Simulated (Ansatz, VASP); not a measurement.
## Two plane-wave programs on MgO

```xyz
4
Lattice="3.3078 0.0000 0.0000 -1.6539 2.8646 0.0000 0.0000 0.0000 4.9829" Properties=species:S:1:pos:R:3 pbc="T T T"
Mg    0.0000    1.9098    0.1108
Mg    1.6539    0.9549    2.6022
O     0.0000    1.9098    2.0053
O     1.6539    0.9549    4.4968
```

Change from the starting cell: all Mg atoms moved +0.100 Å, as atom 1 along Cartesian [0 0 1].

Alike in both runs: task single point; functional PBEsol; k mesh 9 × 9 × 6; occupations gaussian, width 0.05 eV; no spin polarisation.

```csv
,VASP,Ansatz
version,VASP 6.6.1,Ansatz 0.2.0
potentials or method,"VASP PAW PBE potentials, release 64 (Mg, O)","scalar-relativistic, plane waves, PAW"
plane-wave cutoff (eV),520,420
valence electrons in the cell,16,32
```

|  | VASP | Ansatz | Ansatz less VASP |
| --- | --- | --- | --- |
| gap on the k mesh at the Fermi level (eV) | 3.48 | 3.48 | -0.002 |
| least direct gap on the mesh (eV) | 3.48 | 3.48 | -0.002 |
| pressure (GPa) | 1.5 | 1.7 | +0.19 |
| largest component of the traceless stress (GPa) | 8.45 | 8.30 | -0.158 |
| rms of the force components (eV/Å) | 0.521 | 0.513 | -0.0076 |

Atom by atom the forces differ by 0.008 eV/Å (rms over components). The two sets of potentials don't hold the same shells in valence.

Caveats: the PAW data sets were made with another functional, which shifts forces and pressure a little (VASP); an odd mesh through Γ misses points on the zone boundary, where band edges often lie.
